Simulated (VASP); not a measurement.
Crystal: AlN.

```xyz
4
Lattice="3.1131 0.0000 0.0000 -1.5566 2.6960 0.0000 0.0000 0.0000 4.9818" Properties=species:S:1:pos:R:3 pbc="T T T"
Al    0.0000    1.7974    4.9768
Al    1.5566    0.8987    2.4859
N     0.0000    1.7974    1.8981
N     1.5566    0.8987    4.3890
```

Base run:

| Property | Result |
| --- | --- |
| Program | VASP 6.6.1 |
| Functional | PBEsol |
| Potentials or basis | VASP PAW PBE potentials, release 64 (Al, N) |
| Cutoff | 520 eV |
| k mesh | 12 × 12 × 6 |
| Occupations | gaussian, width 0.03 eV |
| Spin | no spin polarisation |

Its results: band gap on the k mesh 4.12 eV, direct.

Q: The run is repeated on the same cell with these changes: functional from PBEsol to TB-mBJ. What comes out?

A: Band gap on the k mesh 5.35 eV, direct.
